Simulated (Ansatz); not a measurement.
## Pb: what relativity and spin–orbit coupling change

```
Pb
1.0
    -1.97966    1.97966    1.97966
     1.97966   -1.97966    1.97966
     1.97966    1.97966   -1.97966
Pb
1
Direct
  0.00000 0.00000 0.00000
```

The cell is the one relaxed in the Materials Project (mp-22692), not relaxed further here; entries there can be hypothetical.

One fixed cell is solved with PBEsol by LAPW (all electrons) in Ansatz 0.2.0 under different relativistic treatments. Pressure is positive in compression.

Sampling and basis: a Γ-centred 13×13×13 k mesh, Fermi–Dirac smearing of 0.08 eV, basis error target 0.25 meV/atom, no spin polarisation.

| setting | P (GPa) |
| --- | --- |
| scalar-relativistic | -1.59 |
| non-relativistic | ? |
| with spin–orbit coupling | ? |
| scalar-relativistic, point nuclei | -1.59 |

Question: Give the missing entry: row "non-relativistic", column "P (GPa)".

Answer: -0.28.

Question: Fill in "P (GPa)" for the row "with spin–orbit coupling".

Answer: -1.41.
